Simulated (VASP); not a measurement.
# CdTe (F-43m) in VASP: settings compared

Aim: see how the results for CdTe move with the level of theory and the settings. Levels: LDA, PBE. Tasks: single point.

All numbers are computed with VASP 6.6.1; they aren't measurements. Logs are shortened: lines on timing, memory, paths and dates and some standing lists are left out, and cuts for length are marked.

**What was measured.**

From a printed reference work, data compilation, for a bulk crystal of CdTe at 0 K: band gap 1.607 eV.

How close the calculation comes is told below.

### Step 1. The cell of the first run

It takes space group F-43m (No. 216, cubic). The conventional cell has a = 6.410 Å, b = 6.410 Å, c = 6.410 Å, α = 90.00°, β = 90.00°, γ = 90.00°. Within 3.7 Å of Cd (site symmetry -43m) lie 4 Te at 2.78 Å. Te (site symmetry -43m) has 4 Cd at 2.78 Å within 3.7 Å.

### Step 2. Single point, LDA

The input, INCAR:

```
PREC     = Accurate       # precision mode
ENCUT    = 520            # plane-wave cutoff, eV
EDIFF    = 1E-7           # SCF threshold, eV
ISMEAR   = -1             # smearing method
SIGMA    = 0.08           # smearing width, eV
LREAL    = False          # projectors in reciprocal space
LASPH    = True           # aspherical terms in the spheres
NELM     = 80             # most SCF steps
ALGO     = Normal         # electronic algorithm
ISIF     = 2              # what is computed and relaxed
LWAVE    = False          # write WAVECAR
LCHARG   = True           # write CHGCAR
LELF     = True           # ELF
LVHAR    = True         
NBANDS   = 16             # bands
```

The input, KPOINTS:

```
Automatic mesh
0
Gamma
  10 10 10
```

The input, POSCAR:

```
CdTe
1.0
    0.0000000000      3.2050000000      3.2050000000
    3.2050000000      0.0000000000      3.2050000000
    3.2050000000      3.2050000000      0.0000000000
Cd Te
1 1
Direct
    0.0000000000      0.0000000000      0.0000000000
    0.7500000000      0.7500000000      0.7500000000
```

Potentials or basis: VASP PAW LDA potentials, release 64 (Cd, Te).

Launch:

```console
> cat potpaw_LDA.64/Cd/POTCAR potpaw_LDA.64/Te/POTCAR > POTCAR
> mpirun -np 1 vasp_std > vasp.out
```

OUTCAR:

```text
PREC = Accurate
   ENCUT = 520
   EDIFF = 1E-7
   ISMEAR = -1
   LREAL = False
   LASPH = True
   NELM = 80
   ISIF = 2

 ion  position               nearest neighbor table
   1  0.000  0.000  0.000-   2 2.78   2 2.78   2 2.78   2 2.78
   2  0.750  0.750  0.750-   1 2.78   1 2.78   1 2.78   1 2.78

  LATTYP: Found a face centered cubic cell.
 ALAT       =     6.4100000000

  Lattice vectors:

 A1 = (   0.0000000000,   3.2050000000,   3.2050000000)
 A2 = (   3.2050000000,   0.0000000000,   3.2050000000)
 A3 = (   3.2050000000,   3.2050000000,   0.0000000000)

Analysis of symmetry for initial positions (statically):
[... 5 lines left out ...]
 face centered cubic supercell.

 Subroutine GETGRP returns: Found 24 space group operations
 (whereof 24 operations were pure point group operations)
 out of a pool of 48 trial point group operations.

The static configuration has the point symmetry T_d .

Analysis of symmetry for dynamics (positions and initial velocities):
[... 5 lines left out ...]
 face centered cubic supercell.

 Subroutine GETGRP returns: Found 24 space group operations
 (whereof 24 operations were pure point group operations)
 out of a pool of 48 trial point group operations.

The dynamic configuration has the point symmetry T_d .

 Subroutine INISYM returns: Found 24 space group operations
 (whereof 24 operations are pure point group operations),
 and found     1 'primitive' translations

----------------------------------------------------------------------------------------

                                     Primitive cell

  volume of cell :      65.8437

  direct lattice vectors                    reciprocal lattice vectors
     0.000000000  3.205000000  3.205000000    -0.156006240  0.156006240  0.156006240
     3.205000000  0.000000000  3.205000000     0.156006240 -0.156006240  0.156006240
     3.205000000  3.205000000  0.000000000     0.156006240  0.156006240 -0.156006240

  length of vectors
     4.532554467  4.532554467  4.532554467     0.270210734  0.270210734  0.270210734

  position of ions in fractional coordinates (direct lattice)
     0.000000000  0.000000000  0.000000000
     0.750000000  0.750000000  0.750000000

  ion indices of the primitive-cell ions
   primitive index   ion index
                 1           1
                 2           2

----------------------------------------------------------------------------------------

 KPOINTS: Automatic mesh

Automatic generation of k-mesh.
 Grid dimensions read from file:
 generate k-points for:   10   10   10

 Generating k-lattice:

  Cartesian coordinates                     Fractional coordinates (reciprocal lattice)
    -0.015600624  0.015600624  0.015600624     0.100000000  0.000000000  0.000000000
     0.015600624 -0.015600624  0.015600624     0.000000000  0.100000000  0.000000000
     0.015600624  0.015600624 -0.015600624     0.000000000  0.000000000  0.100000000

  Length of vectors
     0.027021073  0.027021073  0.027021073

  Shift w.r.t. Gamma in fractional coordinates (k-lattice)
     0.000000000  0.000000000  0.000000000

 Subroutine IBZKPT returns following result:
 ===========================================

 Found     47 irreducible k-points:

 Following reciprocal coordinates:
            Coordinates               Weight
  0.000000  0.000000  0.000000      1.000000
  0.100000  0.000000  0.000000      8.000000
  0.200000  0.000000  0.000000      8.000000
  0.300000  0.000000  0.000000      8.000000
  0.400000  0.000000  0.000000      8.000000
  0.500000  0.000000  0.000000      4.000000
[... 16 lines left out ...]
  0.300000  0.300000  0.000000      6.000000
  0.400000  0.300000  0.000000     24.000000
 [... further k-points ...]
   k-points           NKPTS =     47   k-points in BZ     NKDIM =     47   number of bands    NBANDS=     16
   number of dos      NEDOS =    301   number of ions     NIONS =      2
   total plane-waves  NPLWV =  46656
   dimension x,y,z NGX =    36 NGY =   36 NGZ =   36
   dimension x,y,z NGXF=    72 NGYF=   72 NGZF=   72
   ions per type =               1   1
   NGX,Y,Z   is equivalent  to a cutoff of  13.20, 13.20, 13.20 a.u.
   NGXF,Y,Z  is equivalent  to a cutoff of  26.41, 26.41, 26.41 a.u.
 SYSTEM =  unknown system
   PREC   = accura    normal or accurate (medium, high low for compatibility)
   ISTART =      0    job   : 0-new  1-cont  2-samecut
   ICHARG =      2    charge: 1-file 2-atom 10-const
   ISPIN  =      1    spin polarized calculation?
   LNONCOLLINEAR =      F non collinear calculations
   LSORBIT =      F    spin-orbit coupling
   LASPH  =      T    aspherical Exc in radial PAW
   ENCUT  =  520.0 eV  38.22 Ry    6.18 a.u.   8.43  8.43  8.43*2*pi/ulx,y,z
   NELM   =     80;   NELMIN=  2; NELMDL= -5     # of ELM steps
   EDIFF  = 0.1E-06   stopping-criterion for ELM
   LREAL  =      F    real-space projection
   EDIFFG = 0.1E-05   stopping-criterion for IOM
   NSW    =      0    number of steps for IOM
   IBRION =     -1    ionic relax: 0-MD 1-quasi-New 2-CG
   NFREE  =      0    steps in history (QN), initial steepest desc. (CG)
   ISIF   =      2    stress and relaxation
   ISYM   =      2    0-nonsym 1-usesym 2-fastsym
   POTIM  = 0.5000    time-step for ionic-motion
   TEBEG  =    0.0;   TEEND  =   0.0 temperature during run
   PSTRESS=    0.0 pullay stress
   NELECT =      18.0000    total number of electrons
   NUPDOWN=      -1.0000    fix difference up-down
   EMIN   =  10.00;   EMAX   =-10.00  energy-range for DOS
   EFERMI =   0.00;   METHOD = LEGACY
   ISMEAR =    -1;   SIGMA  =   0.08  broadening in eV -4-tet -1-fermi 0-gaus
   EFERMI_NEDOS =   21; number of points for ismear=-14 and -15
   IALGO  =     38    algorithm
   IMIX   =      4    mixing-type and parameters
     AMIX     =   0.40;   BMIX     =  1.00
     AMIX_MAG =   1.60;   BMIX_MAG =  1.00
  volume/ion in A,a.u.               =      32.92       222.17
  Fermi-wavevector in a.u.,A,eV,Ry     =   1.062497  2.007828 15.359610  1.128899
  Thomas-Fermi vector in A             =   2.197950
   LORBIT       =      0    0 simple, 1 ext, 2 COOP (PROOUT), +10 PAW based schemes
   GGA     = CA    functional components
   LHFCALC =     F    Hartree Fock is set to
   AEXX    =    0.0000 exact exchange contribution
   IVDW    =     0    specifies the selected vdW correction
   LEPSILON=     F    determine dielectric tensor
   LRPA    =     F    only Hartree local field effects (RPA)
 non-spin polarized calculation
  energy-cutoff  :      520.00
  volume of cell :       65.84
 maximum number of plane-waves:      1807
 NGX is ok and might be reduce to    36
   NGX = 17   NGY = 17   NGZ = 17

 number of electron      17.9999995 magnetization

 Free energy of the ion-electron system (eV)
  ---------------------------------------------------
  ext. energy  EPLUGINS =         0.00000000
  ---------------------------------------------------
  free energy    TOTEN  =        -6.05194399 eV

  energy without entropy =       -6.05184350  energy(sigma->0) =       -6.05189374

 E-fermi :   2.8911     XC(G=0):  -9.0900

 val. band max:        2.4654347459   @ k =   0.0000   0.0000   0.0000
 cond. band min:       3.1192493422   @ k =   0.0000   0.0000   0.0000
 fundamental gap:      0.6538145962
 Fermi energy:         2.8910753642

 k-point     1 :       0.0000    0.0000    0.0000
  band No.  band energies     occupation
      1      -8.9701      2.00000
      2      -5.9457      2.00000
      3      -5.9457      2.00000
      4      -5.9457      2.00000
      5      -5.6562      2.00000
      6      -5.6562      2.00000
[... 8 lines left out ...]
     15      11.8592      0.00000
     16      11.8592      0.00000

 k-point     2 :       0.1000    0.0000    0.0000
  band No.  band energies     occupation
      1      -8.9285      2.00000
      2      -5.9376      2.00000
      3      -5.9376      2.00000
      4      -5.9169      2.00000
      5      -5.6570      2.00000
      6      -5.6570      2.00000
[... 8 lines left out ...]
     15      11.2160      0.00000
     16      11.2160      0.00000

 k-point     3 :       0.2000    0.0000    0.0000
  band No.  band energies     occupation
      1      -8.8189      2.00000
      2      -5.9175      2.00000
      3      -5.9175      2.00000
      4      -5.8205      2.00000
      5      -5.6577      2.00000
      6      -5.6577      2.00000
[... 8 lines left out ...]
     15      10.8177      0.00000
     16      10.8177      0.00000

 k-point     4 :       0.3000    0.0000    0.0000
  band No.  band energies     occupation
      1      -8.6831      2.00000
      2      -5.8954      2.00000
      3      -5.8954      2.00000
      4      -5.6552      2.00000
      5      -5.6552      2.00000
      6      -5.6408      2.00000
[... 8 lines left out ...]
     15      11.0745      0.00000
     16      11.0745      0.00000

 k-point     5 :       0.4000    0.0000    0.0000
  band No.  band energies     occupation
      1      -8.5744      2.00000
      2      -5.8805      2.00000
      3      -5.8805      2.00000
      4      -5.6497      2.00000
      5      -5.6497      2.00000
      6      -5.4093      2.00000
[... 8 lines left out ...]
     15      11.9362      0.00000
     16      11.9362      0.00000

 k-point     6 :       0.5000    0.0000    0.0000
  band No.  band energies     occupation
      1      -8.5335      2.00000
      2      -5.8757      2.00000
      3      -5.8757      2.00000
      4      -5.6466      2.00000
      5      -5.6466      2.00000
      6      -5.2841      2.00000
[... 8 lines left out ...]
     15      12.7604      0.00000
     16      12.7604      0.00000
[... 267 lines left out ...]
 k-point    21 :      -0.3000    0.2000    0.0000
  band No.  band energies     occupation
      1      -8.5365      2.00000
      2      -5.8587      2.00000
      3      -5.8584      2.00000
      4      -5.6640      2.00000
      5      -5.6640      2.00000
      6      -5.3681      2.00000
[... 8 lines left out ...]
     15      11.8017      0.00000
     16      13.0008      0.00000

 k-point    22 :      -0.2000    0.2000    0.0000
  band No.  band energies     occupation
      1      -8.6377      2.00000
      2      -5.8843      2.00000
      3      -5.8720      2.00000
      4      -5.6766      2.00000
      5      -5.6685      2.00000
      6      -5.5655      2.00000
[... 8 lines left out ...]
     15      11.9707      0.00000
     16      12.6568      0.00000

 k-point    23 :       0.3000    0.3000    0.0000
  band No.  band energies     occupation
      1      -8.5913      2.00000
      2      -5.8312      2.00000
      3      -5.8312      2.00000
      4      -5.7653      2.00000
      5      -5.6342      2.00000
      6      -5.5480      2.00000
[... 8 lines left out ...]
     15      12.5978      0.00000
     16      13.9180      0.00000

 k-point    24 :       0.4000    0.3000    0.0000
  band No.  band energies     occupation
      1      -8.5075      2.00000
      2      -5.8197      2.00000
      3      -5.8083      2.00000
      4      -5.7484      2.00000
      5      -5.6313      2.00000
      6      -5.3946      2.00000
[... 8 lines left out ...]
     15      13.0034      0.00000
     16      14.1182      0.00000

 [... further k-points ...]
[... 5 lines left out ...]
  --------------------------------------------------------------------------------------
  -------------------------------------------------------------------------------------
  Total        0.0971676      0.0971676      0.0971676      0.0000000      0.0000000     -0.0000000
  in kB        2.3643848      2.3643848      2.3643848      0.0000000      0.0000000     -0.0000000
  external PRESSURE =       2.3643848 kB  Pullay stress =       0.0000000 kB

 VOLUME and BASIS-vectors are now :
 -----------------------------------------------------------------------------
  energy-cutoff  :      520.00
  volume of cell :       65.84
      direct lattice vectors                 reciprocal lattice vectors
     0.000000000  3.205000000  3.205000000    -0.156006240  0.156006240  0.156006240
     3.205000000  0.000000000  3.205000000     0.156006240 -0.156006240  0.156006240
     3.205000000  3.205000000  0.000000000     0.156006240  0.156006240 -0.156006240

 POSITION                                       TOTAL-FORCE (eV/Angst)
 -----------------------------------------------------------------------------------
      0.00000      0.00000      0.00000        -0.000000     -0.000000     -0.000000
      4.80750      4.80750      4.80750         0.000000      0.000000      0.000000
 -----------------------------------------------------------------------------------
    total drift:                               -0.000000     -0.000000     -0.000000

  FREE ENERGIE OF THE ION-ELECTRON SYSTEM (eV)
  ---------------------------------------------------
  free  energy   TOTEN  =        -6.0519439860 eV

  energy  without entropy=       -6.0518435027  energy(sigma->0) =       -6.05189374
```

Wall time 23 s (1 thread of Intel Xeon Platinum 8559C (Emerald Rapids), shared host); peak memory 0.21 GiB.

Results:

```
Free energy            : -6.0519 eV
Pressure               : 0.2 GPa
Band gap on the k mesh : 0.65 eV, direct
```

Levels at points of the mesh, in eV from the valence-band top:
```csv
k point,band 5,band 6,band 7,band 8,band 9,band 10,band 11,band 12,band 13,band 14
"(0.00, 0.00, 0.00)",-8.12,-8.12,0.00,0.00,0.00,0.65,4.48,4.48,4.48,7.26
"(0.50, 0.00, 0.00)",-8.11,-7.75,-4.69,-0.84,-0.84,1.69,5.08,5.08,6.88,8.57
"(0.50, 0.50, 0.00)",-8.09,-7.60,-4.54,-2.01,-2.01,2.37,2.54,8.82,9.15,9.15
```

Caveat: spin-orbit coupling is left out, which moves the levels of the heavy elements.

### Step 3. Single point, PBE

The input, INCAR:

```
SYSTEM = CdTe
ALGO     = Normal         ! electronic algorithm
EDIFF    = 1E-7           ! SCF threshold, eV
ENCUT    = 520            ! plane-wave cutoff, eV
GGA      = PE             ! functional
ISIF     = 2              ! what is computed and relaxed
ISMEAR   = -1             ! smearing method
LASPH    = .True.         ! aspherical terms in the spheres
LCHARG   = .False.        ! write CHGCAR
LREAL    = .False.        ! projectors in reciprocal space
LWAVE    = .False.        ! write WAVECAR
NBANDS   = 16             ! bands
NELM     = 100            ! most SCF steps
PREC     = Accurate       ! precision mode
SIGMA    = 0.08           ! smearing width, eV
```

The input, KPOINTS:

```
k-points
0
Gamma
  10 10 10
  0 0 0
```

POSCAR is that of step 2.

Potentials or basis: VASP PAW PBE potentials, release 64 (Cd, Te).

Launch:

```console
> cat potpaw_PBE.64/Cd/POTCAR potpaw_PBE.64/Te/POTCAR > POTCAR
> mpirun -np 1 vasp_std > vasp.out
```

It took 32 s on 1 thread of Intel Xeon Platinum 8559C (Emerald Rapids), shared host; peak memory 0.23 GiB.

It converged, with:

```yaml
Free_energy: -4.7275 eV
Pressure: 4.4 GPa
Band_gap_on_the_k_mesh: 0.87 eV, direct
```

Levels at points of the mesh, in eV from the valence-band top:
```
           k point  band 7  band 8  band 9  band 10  band 11  band 12
(0.00, 0.00, 0.00)    0.00    0.00    0.00     0.87     4.58     4.58
(0.50, 0.00, 0.00)   -4.62   -0.83   -0.83     1.85     5.17     5.17
(0.50, 0.50, 0.00)   -4.47   -1.98   -1.98     2.53     2.66     9.03
```

Caveat: spin-orbit coupling is left out, which moves the levels of the heavy elements.

### Step 4. Single point, PBE, non-collinear spin, zero start, spin-orbit coupling

The input, INCAR:

```
SYSTEM = CdTe
  ALGO = Normal
  EDIFF = 1E-6
  ENCUT = 520
  GGA = PE
  GGA_COMPAT = .False.
  ISIF = 2
  ISMEAR = -1
  LASPH = .True.
  LCHARG = .True.
  LORBIT = 11
  LORBMOM = .True.
  LREAL = .False.
  LSORBIT = .True.
  LVHAR = .True.
  LWAVE = .False.
  MAGMOM = 0 0 0 0 0 0
  NBANDS = 30
  NELM = 150
  PREC = Accurate
  SIGMA = 0.08
```

KPOINTS is that of step 3.

POSCAR is that of step 3.

Launch:

```console
> cat potpaw_PBE.64/Cd/POTCAR potpaw_PBE.64/Te/POTCAR > POTCAR
> mpirun -np 1 vasp_ncl > vasp.out
```

Run time: 2.6 min. Hardware: 1 thread of Intel Xeon Platinum 8559C (Emerald Rapids), shared host; peak memory 0.52 GiB.

The run converged. Its results:

```
Free energy                                           : -4.8533 eV
Pressure                                              : 4.4 GPa
Net moment                                            : 0.00 μB per cell
Valence electrons inside the program's atomic spheres : Cd 10.35; Te 3.45
```

Moments on the atoms (μB; x, y, z):
```
Cd  0.00 0.00 0.00
Te  0.00 0.00 0.00
```

### Step 5. Summary

| level | potentials or basis | spin | gap on the mesh (eV) | pressure (GPa) |
| --- | --- | --- | --- | --- |
| LDA | VASP PAW LDA potentials, release 64 (Cd, Te) | off | 0.65 | 0.2 |
| PBE | VASP PAW PBE potentials, release 64 (Cd, Te) | off | 0.87 | 4.4 |
| PBE | VASP PAW PBE potentials, release 64 (Cd, Te) | non-collinear, zero start, SOC | - | 4.4 |

Alike in all rows: task single point; cell as given; k mesh 10 × 10 × 10; cutoff (eV) 520; smearing fermi-dirac 0.08 eV.

Caveats: spin-orbit coupling is left out, which moves the levels of the heavy elements (some runs).

Total energies depend on the potentials used, so only differences within one code and one set of settings carry meaning.

### Step 6. Against experiment

Step 2. Against the measured gap of CdTe, 1.607 eV (0 K; a printed reference work, data compilation), the calculated 0.65 eV is off by -0.95 eV. Spin-orbit coupling on Cd, Te is left out. The value is that of LDA, without temperature or zero-point motion. Semilocal functionals fall short of measured gaps as a rule.
